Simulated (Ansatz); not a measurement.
# GaP2N (heterobilayer): converging the G0W0 gap

Wanted: a G0W0 gap for GaP2N (heterobilayer) that is converged in bands and cutoff, or an estimate of the limit.

Main program and level: Ansatz 0.2.0; G0W0 on PBEsol, plane waves, PAW; PAW set soft_1.

## 1. The starting structure

The cell holds 4 atoms: 1 Ga, 1 N and 2 P. Cell: a = 3.202 Å, b = 3.202 Å, c = 31.700 Å, α = 90.0°, β = 90.0°, γ = 120.0°. Regions: layer 1 (GaN-hc), 2 atoms (1 Ga and 1 N); layer 2 (P-hc), 2 atoms (2 P). Vacuum lies along c.

The structure was relaxed with PBEsol-D3(BJ). The runs that relaxed it are not among those shown. The Coulomb interaction is cut off across the vacuum.

## 2. 167 empty bands, screening to 41 eV

G0W0 replaces the xc potential by the self-energy, built once from these orbitals. Only a window of levels is corrected, while the sums run over the empty bands that the input names. This step takes PAW set soft_1 files.

input.yaml

```yaml
crystal:
  lattice:
    - [3.2024340896, 0.0, 0.0]
    - [-1.6012170448, 2.7733892755, 0.0]
    - [0.0, 0.0, 31.7]
  atoms:
    - { symbol: Ga, position: [0.3333333333, 0.6666666667, 0.4348030369] }
    - { symbol: "N", position: [0.6666666667, 0.3333333333, 0.4332962528] }
    - { symbol: P, position: [0.0, 0.0, 0.5667037472] }
    - { symbol: P, position: [0.3333333333, 0.6666666667, 0.5274354922] }
  periodic: [true, true, false]
kpoints:
  mp_grid: { grid: [6, 6, 1] }
hamiltonian:
  xc: pbesol
  pseudopotentials: { kind: paw, azcp: { folder: soft_1 }, xc_functional: pbe }
scf:
  occupations: { method: fixed }
gw:
  n_empty_bands: 167
  ecut_chi: 41
  qp_bands: [v2, c2]
  qp_kpoints: band_edges
  screening: { model: contour_deformation }
```

Run with:

```sh
ansatz run input.yaml --threads 8 --pin off --max-ram 17510MiB --backend cpu --events-out ev --progress --plain --runs-dir out
```

Numbers of over 12 decimals in the logs are rounded to 6 here.

The program printed:

```text
Engine: ansatz 0.2.0, aarch64-unknown-linux-gnu
Pseudopotentials: kind: paw
Pseudopotential: Ga, paw, valence charge 13, recommended cutoff 420 eV (normal), soft_1/Ga.paw.azcp
Pseudopotential: N, paw, valence charge 5, recommended cutoff 420 eV (normal), soft_1/N.paw.azcp
Pseudopotential: P, paw, valence charge 5, recommended cutoff 420 eV (normal), soft_1/P.paw.azcp
Functional definition: PBEsol
  exchange = pbesol_x
  correlation = pbesol_c
Crystal: 4 atoms, lattice volume = 281.547 Å³
Basis set: ecut = 420 eV, 5565 PW (Γ)
Bands: 18, of which v1, the nominal top of the filled ones, is band 14 counted from 1 (13 counted from 0)
Symmetry: 6 space group operations
Space group: P3m1 (ITA 156), of the structure as read, at distance tolerance 6.6e-5 Å
k-points: 7 of 36 (time reversal used)
Non-local potential: Ga, projectors of the file, l = 0: 2, l = 1: 2, l = 2: 3, l = 3: 1
Non-local potential: N, projectors of the file, l = 0: 2, l = 1: 2, l = 2: 1
Non-local potential: P, projectors of the file, l = 0: 2, l = 1: 2, l = 2: 1
PAW form: soft (Blöchl's): semilocal exchange-correlation on the pseudo side does not see the compensation charge
PAW frozen core: Ga, regenerated for the run's functional, and the local potential with it (the file was generated under x = pbe(κ = 0.804, μ = 0.219515), c = pbe(β = 0.066725))
PAW frozen core: N, regenerated for the run's functional, and the local potential with it (the file was generated under x = pbe(κ = 0.804, μ = 0.219515), c = pbe(β = 0.066725))
PAW frozen core: P, regenerated for the run's functional, and the local potential with it (the file was generated under x = pbe(κ = 0.804, μ = 0.219515), c = pbe(β = 0.066725))
PAW one-centre angular grid: Ga, 590 points (default); XC on 64 Gauss nodes
PAW one-centre angular grid: N, 110 points (default); XC on 64 Gauss nodes
PAW one-centre angular grid: P, 110 points (default); XC on 64 Gauss nodes
Initial density: superposition of atomic densities (neutral atoms: chi_scale 0, normalization atom)
Initial wavefunctions: pseudopotential atomic-orbital guess
Functional: x = pbesol(κ = 0.804, μ = 0.123457), c = pbesol(β = 0.046)
SCF iter   1: F=—  HF=-5604.856588 eV  |F-HF|=—  |Δ(HF+E_count)|=         —  Δρ=5.39e-2  dr2=1.18e1  ethr=3.10e-3  ⟨swp⟩=7.7  Hψ=805  notcnv=0  defer=12
preconditioner: auto → Resta (q_TF=auto, 1.857 Å⁻¹)  ε∞=1.8  [insulator: Δε(μ)=1.515 eV  Ē_g=12.998 eV  n_scr=18 (ndim 8)  ℏωp=11.7 eV  f_vac=0.723  ε∞_Penn≈1.8  vacuum switching on, ρ_ref=1.2e-2 e/Å³]
SCF iter   2: F=—  HF=-5604.037828 eV  |F-HF|=—  |Δ(HF+E_count)|=   8.19e-1  Δρ=6.14e-2  dr2=7.73e1  ethr=3.10e-3  ⟨swp⟩=5.4  Hψ=485  notcnv=0  defer=12  recentre
SCF iter   3: F=—  HF=-5603.381601 eV  |F-HF|=—  |Δ(HF+E_count)|=   6.56e-1  Δρ=2.97e-2  dr2=9.22e0  ethr=3.10e-3  ⟨swp⟩=5.1  Hψ=434  notcnv=0  defer=14
SCF iter   4: F=—  HF=-5602.345409 eV  |F-HF|=—  |Δ(HF+E_count)|=    1.04e0  Δρ=1.28e-2  dr2=2.39e0  ethr=3.10e-3  ⟨swp⟩=3.4  Hψ=299  notcnv=0  defer=13
SCF iter   5: F=—  HF=-5602.064271 eV  |F-HF|=—  |Δ(HF+E_count)|=   2.81e-1  Δρ=7.79e-3  dr2=8.61e-1  ethr=3.10e-3  ⟨swp⟩=2.4  Hψ=206  notcnv=0  defer=12
SCF iter   6: F=—  HF=-5601.960193 eV  |F-HF|=—  |Δ(HF+E_count)|=   1.04e-1  Δρ=5.06e-3  dr2=3.27e-1  ethr=3.08e-3  ⟨swp⟩=3.0  Hψ=249  notcnv=0  defer=13
SCF iter   7: F=—  HF=-5601.935255 eV  |F-HF|=—  |Δ(HF+E_count)|=   2.49e-2  Δρ=1.42e-3  dr2=4.42e-2  ethr=1.17e-3  ⟨swp⟩=1.9  Hψ=191  notcnv=0  defer=11
SCF iter   8: F=—  HF=-5601.932473 eV  |F-HF|=—  |Δ(HF+E_count)|=   2.78e-3  Δρ=5.14e-4  dr2=1.07e-2  ethr=1.58e-4  ⟨swp⟩=2.4  Hψ=202  notcnv=0  defer=12
SCF iter   9: F=—  HF=-5601.931030 eV  |F-HF|=—  |Δ(HF+E_count)|=   1.44e-3  Δρ=2.11e-4  dr2=7.01e-4  ethr=3.80e-5  ⟨swp⟩=3.1  Hψ=203  notcnv=0  defer=13
SCF iter  10: F=—  HF=-5601.930982 eV  |F-HF|=—  |Δ(HF+E_count)|=   4.82e-5  Δρ=9.24e-5  dr2=2.68e-5  ethr=2.50e-6  ⟨swp⟩=3.3  Hψ=315  notcnv=0  defer=13
SCF iter  11: F=—  HF=-5601.930990 eV  |F-HF|=—  |Δ(HF+E_count)|=   8.44e-6  Δρ=9.89e-5  dr2=4.61e-5  ethr=9.56e-8  ⟨swp⟩=3.0  Hψ=289  notcnv=0  defer=13
SCF iter  12: F=—  HF=-5601.930977 eV  |F-HF|=—  |Δ(HF+E_count)|=   1.35e-5  Δρ=4.97e-5  dr2=2.50e-5  ethr=9.56e-8  ⟨swp⟩=2.3  Hψ=225  notcnv=0  defer=13
SCF iter  13: F=—  HF=-5601.930973 eV  |F-HF|=—  |Δ(HF+E_count)|=   3.42e-6  Δρ=8.14e-6  dr2=4.31e-7  ethr=8.93e-8  ⟨swp⟩=2.4  Hψ=187  notcnv=0  defer=13
SCF iter  14: F=-5601.930973 eV  HF=-5601.930973 eV  |F-HF|=3.55e-8  |Δ(HF+E_count)|=   1.15e-7  Δρ=3.73e-6  dr2=5.81e-8  ethr=3.57e-10  ⟨swp⟩=13.7  Hψ=1048  notcnv=0
SCF 1 converged in 14 iterations: F = -5601.930973 eV  dr2 = 5.81e-8
  greatest PAW one-centre occupation: 0.996 electrons in one spin orbital (limit 2), on the Ga atom at site 0 (counted from 0), in its partial waves of l = 2
NSCF: frozen V_eff on 7 k-points
G₀W₀ screening: q 1/7
[... further progress lines ...]
SCF converged after 14 iterations
Free energy (F): -5601.930973 eV
Harris-Foulkes:  -5601.930973 eV  (|F-HF|=3.55e-8)
Internal energy: -5601.930973 eV  (E = F + TS)
E sigma→0 (E₀):  -5601.930973 eV
Fermi energy:    -5.741618 eV
--- Per-component energies (eV) ---
  E_band       = -388.941020
  E_kinetic    = 376.111796
  E_local      = -49045.996707  (includes V_loc(G=0)·N_el)
  E_nonlocal   = 11.028067
  E_hartree    = 24484.536948
  E_xc         = -264.477438
  E_vxc        = -251.091988  (∫ρ·V_xc dr)
  E_paw        = -3164.752741  (= ΣΔE_a)
  E_vpaw       = -448.045607  (= ΣTr[D̂ρ^β])
  E_aug_tail   = 0.000636  (compensation charges beyond the density's cutoff)
  E_ewald      = 22000.635196
  E_core_change = 0.983270  (= ΣΔE_core)
  E_smearing   = -0.000000  (= −TS)
  E_closure    = -0.000000  (closes the sum)
  Σ components = -5601.930973   (vs F -5601.930973, Δ=0.00e0)
--- Band table (eV; the first three rows and the last of 7) ---
  k-point 0: bands = [... 10 lower, -6.1464, -6.1464, -5.7754, -5.7754, -2.7037, -2.1164, -2.1164, -1.8569]
  k-point 1: bands = [... 10 lower, -7.6298, -7.0156, -6.2947, -5.8881, -3.1568, -1.5171 (-1.5171°), -1.0852, -0.3562]
  k-point 2: bands = [... 10 lower, -8.0889, -7.2352, -7.1950, -6.0064, -4.2008, -2.3809, -0.6319, -0.5341]
  k-point 6: bands = [... 10 lower, -9.8719, -8.1843, -8.0275, -5.7526, -4.0952, -1.6179, -0.9844, 0.9272]
  ° read free of the cell's end (the report's vacuum.weakly_bound_levels)
--- G₀W₀: contour deformation, 6 samples at zero and on the imaginary axis and 2 off it, 36 q-points, 167 empty bands' worth ---
  eigenvalues of the whole cell's RPA ε∞ on this k-mesh (on a slab, of 1 + 4πα/V) = 1.1961, 3.5952, 3.5952; static W/v taken at q = 0 is 0.473634
  bands read: the sum over 181 bands ends inside a degenerate multiplet in 1 slot, whose members it reads at an even weight; the widest, k=0: bands 181 to 182 (counted from 1) at 1/2 each
  gw.qp_kpoints: band_edges: 7 of 7 stored k-points solved, in 1 pass; an edge of the gap read off the rows below is read off those points alone
  `?` marks the rows in doubt; gw_qp.tsv's column doubts and the gw_qp event give each row's grounds
    ik  band        ε_KS         Σx   Σc(E_QP)       V_xc       Z   E_QP_lin       E_QP  E_QP is
     0    13     -5.7754   -24.4649     3.6123   -20.6080  0.7274    -6.0219    -6.0201  root
     0    14     -5.7754   -24.4649     3.6123   -20.6080  0.7274    -6.0219    -6.0201  root
     0    15     -2.7037    -9.6770    -3.3570   -13.8831  0.7738    -1.8349    -1.8545  root
     0    16     -2.1164    -8.8880    -4.1311   -14.0324  0.7204    -1.0911    -1.1031  root
     1    13     -6.2947   -23.7575     3.7193   -19.7993  0.7162    -6.5358    -6.5336  root
     1    14     -5.8881   -16.8693     2.3182   -14.3099  0.7208    -6.1313    -6.1293  root
     1    15     -3.1568    -8.8706    -3.7569   -13.5659  0.7414    -2.1970    -2.2184  root
     1    16     -1.5171    -9.0341    -3.3166   -13.2100  0.7497    -0.6677    -0.6579  root
     2    13     -7.1950   -22.5799     3.9401   -18.4423  0.6747    -7.3876    -7.3925  root
     2    14     -6.0064   -17.7883     2.4701   -15.1401  0.7070    -6.1858    -6.1845  root
     2    15     -4.2008    -9.0232    -3.1548   -12.9844  0.7536    -3.3777    -3.3944  root
     2    16     -2.3809    -6.8233    -3.8676   -11.4723  0.7434    -1.5910    -1.5995  root
     3    13     -7.5974   -22.0281     4.0361   -17.8219  0.6703    -7.7757    -7.7674  root
     3    14     -5.7933   -19.7603     3.2788   -16.2905  0.6929    -5.9860    -5.9844  root
     3    15     -4.1970    -8.5563    -3.4386   -12.8510  0.7560    -3.3202    -3.3409  root
     3    16     -3.2783    -7.4629    -3.3749   -11.5290  0.7516    -2.5736    -2.5871  root
     4    13     -7.3711   -18.5025     3.3766   -14.8039  1.0529    -7.6974    -7.6930  root ?
     4    14     -5.7416   -17.6392     2.3947   -15.0533  0.7191    -5.9339    -5.9328  root
     4    15     -2.6138    -8.6145    -3.6303   -13.0729  0.7732    -1.7281    -1.7856  root
     4    16     -1.8956    -8.2022    -4.1557   -13.2559  0.7254    -0.9874    -0.9975  root
     5    13     -7.2948   -16.3514     2.2909   -13.8150  0.7219    -7.5226    -7.5402  root
     5    14     -5.8381   -19.7390     3.3064   -16.2268  0.6914    -6.0460    -6.0439  root
     5    15     -3.3868    -7.9343    -3.3797   -12.0518  0.7452    -2.6267    -2.6490  root
     5    16     -2.0706    -8.1240    -3.9217   -12.8913  0.7197    -1.2267    -1.2250  root
     6    13     -8.0275   -16.3056     2.4874   -13.5655  0.6998    -8.2821    -8.2802  root
     6    14     -5.7526   -19.4045     3.1169   -16.0937  0.6940    -5.9482    -5.9465  root
     6    15     -4.0952    -8.9589    -2.8327   -12.5109  0.7456    -3.3637    -3.3758  root
     6    16     -1.6179    -7.1377    -3.9476   -11.8951  0.7734    -0.7635    -0.8081  root
```

Run time: 15 s. Hardware: 8 threads of Arm Neoverse V2, shared host; peak memory 2.1 GiB; 1.9 min of CPU time.

This step gave:

```
bands summed                                 : 181
plane waves in the screening matrix          : 171
q-points in the mesh                         : 36
G0W0 gap on the mesh                         : 2.538 eV
k of the valence top                         : 0.1667, 0.1667, 0
k of the conduction bottom                   : 0, 0.3333, 0
starting gap on the mesh                     : 1.541 eV
Z at the valence top                         : 0.7191
Z at the conduction bottom                   : 0.7536
least direct G0W0 gap on the computed points : 2.571 eV
```

The gap on the mesh goes from 1.54 eV to 2.54 eV, a correction of +1.00 eV. Between the two edge states, bare exchange in place of the xc potential would open the gap by 6.55 eV, and correlation takes back 5.55 eV.

## 3. 415 empty bands, screening to 75 eV

Another rung: the empty bands reach about as high as the screening cutoff, so the two stay in balance.

Changes to input.yaml since step 2:

```diff
@@ -18,5 +18,6 @@
   occupations: { method: fixed }
+  convergence: { dr2_threshold: 1.0e-10 }
 gw:
-  n_empty_bands: 167
-  ecut_chi: 41
+  n_empty_bands: 415
+  ecut_chi: 75.0
   qp_bands: [v2, c2]
```

The program printed:

```text
[...]
Crystal: 4 atoms, lattice volume = 281.547 Å³
Basis set: ecut = 420 eV, 5565 PW (Γ)
Bands: 18, of which v1, the nominal top of the filled ones, is band 14 counted from 1 (13 counted from 0)
Symmetry: 6 space group operations
[...]
k-points: 7 of 36 (time reversal used)
[...]
SCF iter   1: F=—  HF=-5604.856588 eV  |F-HF|=—  |Δ(HF+E_count)|=         —  Δρ=5.39e-2  dr2=1.18e1  ethr=3.10e-3  ⟨swp⟩=7.7  Hψ=805  notcnv=0  defer=12
[...]
SCF iter  18: F=-5601.930973 eV  HF=-5601.930973 eV  |F-HF|=7.28e-11  |Δ(HF+E_count)|=  1.27e-11  Δρ=1.59e-8  dr2=7.64e-13  ethr=1.00e-12  ⟨swp⟩=2.4  Hψ=256  notcnv=0
SCF 1 converged in 18 iterations: F = -5601.930973 eV  dr2 = 7.64e-13
[...]
NSCF: frozen V_eff on 7 k-points
G₀W₀ screening: q 1/7
[... further progress lines ...]
SCF converged after 18 iterations
Free energy (F): -5601.930973 eV
[...]
Internal energy: -5601.930973 eV  (E = F + TS)
E sigma→0 (E₀):  -5601.930973 eV
Fermi energy:    -5.741514 eV
[...]
--- Band table (eV; the first three rows and the last of 7) ---
  k-point 0: bands = [... 10 lower, -6.1464, -6.1464, -5.7753, -5.7753, -2.7035, -2.1164, -2.1164, -1.8569]
  k-point 1: bands = [... 10 lower, -7.6296, -7.0156, -6.2945, -5.8880, -3.1568, -1.5170 (-1.5170°), -1.0852, -0.3562]
  k-point 2: bands = [... 10 lower, -8.0889, -7.2351, -7.1948, -6.0062, -4.2008, -2.3808, -0.6318, -0.5339]
  k-point 6: bands = [... 10 lower, -9.8717, -8.1842, -8.0275, -5.7524, -4.0951, -1.6178, -0.9843, 0.9273]
  ° read free of the cell's end (the report's vacuum.weakly_bound_levels)
[...]
0    13     -5.7753   -24.4650     3.3729   -20.6080  0.7234    -6.2665    -6.2593  root
     0    14     -5.7753   -24.4650     3.3729   -20.6080  0.7234    -6.2665    -6.2593  root
     0    15     -2.7035    -9.6769    -3.4722   -13.8830  0.7692    -1.9561    -1.9698  root
     0    16     -2.1164    -8.8880    -4.4259   -14.0324  0.7146    -1.3985    -1.3978  root
     1    13     -6.2945   -23.7575     3.4748   -19.7993  0.7135    -6.7880    -6.7779  root
     1    14     -5.8880   -16.8693     2.0701   -14.3099  0.7143    -6.3865    -6.3772  root
     1    15     -3.1568    -8.8706    -4.0192   -13.5659  0.7357    -2.4721    -2.4807  root
     1    16     -1.5170    -9.0340    -3.4673   -13.2098  0.7471    -0.8121    -0.8084  root
[...]
4    13     -7.3709   -18.5031     3.1365   -14.8045  1.0870    -8.0356    -7.9330  root ?
[...]
6    13     -8.0275   -16.3056     2.2157   -13.5655  0.6954    -8.5620    -8.5519  root
     6    14     -5.7524   -19.4043     2.9492   -16.0936  0.6865    -6.1203    -6.1138  root
     6    15     -4.0951    -8.9590    -3.0337   -12.5110  0.7408    -3.5712    -3.5768  root
     6    16     -1.6178    -7.1377    -4.1716   -11.8951  0.7692    -1.0071    -1.0321  root
```

It took 80 s on 8 threads; peak memory 5.7 GiB.

Numbers from this step:

```yaml
bands_summed: 429
plane_waves_in_the_screening_matrix: 405
q_points_in_the_mesh: 36
g0w0_gap_on_the_mesh: 2.495 eV
k_of_the_valence_top: 0.3333, 0.3333, 0
k_of_the_conduction_bottom: 0, 0.3333, 0
starting_gap_on_the_mesh: 1.541 eV
z_at_the_valence_top: 0.6865
z_at_the_conduction_bottom: 0.7486
least_direct_g0w0_gap_on_the_computed_points: 2.537 eV
```

Against the run with 6×6×1 mesh, 167 empty bands, screening to 41 eV, PAW set soft_1 files, the gap moves by −0.04 eV.

## 4. Side by side

Times are wall times on 8 threads of Arm Neoverse V2, shared host, good to a factor of about two.

| mesh | files | frequency | bands summed | cutoff (eV) | start (eV) | G0W0 (eV) | time | host memory (GiB) |
| --- | --- | --- | --- | --- | --- | --- | --- | --- |
| 6×6×1 | PAW set soft_1 | contour deformation | 181 | 41 | 1.541 | 2.538 | 15 s | 2.1 |
| 6×6×1 | PAW set soft_1 | contour deformation | 429 | 75 | 1.541 | 2.495 | 80 s | 5.7 |

The parts of the quasiparticle energy at the two band edges (eV; QP = start + Σx + Σc − Vxc):

| run | edge | start | Σx | Σc | Vxc | Z | QP |
| --- | --- | --- | --- | --- | --- | --- | --- |
| 181 bands | valence top | -5.74 | -17.64 | 2.39 | -15.05 | 0.72 | -5.93 |
| 181 bands | conduction bottom | -4.20 | -9.02 | -3.15 | -12.98 | 0.75 | -3.39 |
| 429 bands | valence top | -5.75 | -19.40 | 2.95 | -16.09 | 0.69 | -6.11 |
| 429 bands | conduction bottom | -4.20 | -9.02 | -3.38 | -12.98 | 0.75 | -3.62 |

## 5. Outcome

```json
{
 "181 bands, 41 eV": "2.538 eV",
 "429 bands, 75 eV": "2.495 eV",
 "mesh and start": "6×6×1, PBEsol"
}
```

From 181 to 429 bands the gap moves by −0.04 eV while the time grows 5.2-fold. The states at the edges change along the series or lie close to crossing, so no limit is drawn from it. The 6×6×1 mesh misses a band edge: over a band path and its finer mesh (run apart) the PBEsol gap is 1.44 eV, so the G0W0 gap over the zone may lie about 0.10 eV below its value on the mesh. The mesh in the plane is coarse for a sheet; gap and any exciton binding can still move on denser ones. The many-body steps are scalar-relativistic: spin-orbit coupling is not in them.

[Paths, hosts, dates, memory and timing lines, banners, echoed tables and standing remarks are left out of the program output.]

[Logs are printed without paths, hosts, clocks, repeated set-up lines and the standing remarks that a program may print on its own settings, such as how far it seeks lower states.]

[Runs of the session that timed out or met a known fault of the program may be left out.]

[Cells called generated may have been cut or substituted from an entry of the Crystallography Open Database or the Materials Project.]

[Hosts, paths, dates, database ids (printed as entryN), source tags and the programs' standing remarks are cut or masked in the printed files.]
